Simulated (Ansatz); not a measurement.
Zincblende BN, relaxed with r2SCAN in Ansatz 0.2.0. Space group F-43m (No. 216), cubic; conventional cell a = 3.610 Å, 5.88 Å³ an atom. B has 4 N at 1.56 Å; N has 4 B at 1.56 Å.

The axes x, y and z are those of this cell:
```
B N
1.0
     0.00000    1.80483    1.80483
     1.80483    0.00000    1.80483
     1.80483    1.80483    0.00000
B N
1 1
Direct
  0.00000 0.00000 0.00000
  0.25000 0.25000 0.25000
```

Unstrained: The PBE gap is indirect, 4.477 eV (Γ to X), below the direct gap of 8.852 eV at Γ. r2SCAN gives an indirect gap of 5.003 eV, from Γ to X; the least direct gap is 9.587 eV at Γ. With HSE06 the valence top lies at Γ and the conduction bottom at X, 5.794 eV higher; the smallest vertical gap, at Γ, is 10.592 eV. Meshes: PBE 12×12×12, r2SCAN 12×12×12, HSE06 8×8×8. Strains are changes of length per length, and xy shears are angles. After each strain the atoms were relaxed again with r2SCAN within the symmetry that the strain leaves, so tilts or polar shifts that break it weren't tested; points keep the names that they have in the unstrained zone. (Simulation; spin polarisation is off.)

Problem. Estimate what uniaxial -3.06 % along [111], other directions held does to the gap.

Solution. PBE: the gap goes from 4.477 to 4.361 eV (-0.116 eV); with r2SCAN the top three valence levels at Γ, degenerate before, become 1+2 from the top over 184 meV. r2SCAN: the gap goes from 5.003 to 4.891 eV (-0.112 eV). HSE06: the gap goes from 5.794 to 5.700 eV (-0.094 eV). The r2SCAN energy rises by 18.7 meV an atom.

Problem. Apply uniaxial +4.83 % along z, other directions held. How far does the gap move, against the unstrained cell?

Solution. PBE: the gap goes from 4.477 to 4.014 eV (-0.463 eV); with r2SCAN the top three valence levels at Γ, degenerate before, become 2+1 from the top over 499 meV. r2SCAN: the gap goes from 5.003 to 4.521 eV (-0.482 eV). HSE06: the gap goes from 5.794 to 5.309 eV (-0.485 eV). The r2SCAN energy rises by 34.0 meV an atom.

Problem. Estimate what xy shear, engineering strain (angle) -4.25 % does to the gap.

Solution. PBE: the gap goes from 4.477 to 4.263 eV (-0.214 eV); with r2SCAN the top three valence levels at Γ, degenerate before, become 1+1+1 from the top over 200 meV. r2SCAN: the gap goes from 5.003 to 4.780 eV (-0.223 eV). HSE06: the gap goes from 5.794 to 5.594 eV (-0.200 eV). The r2SCAN energy rises by 15.5 meV an atom.

The meshes of the hybrids are coarse, so their gaps aren't converged to the digits shown.

The splittings at Γ are without spin-orbit coupling, which regroups them where it is of like size or larger.
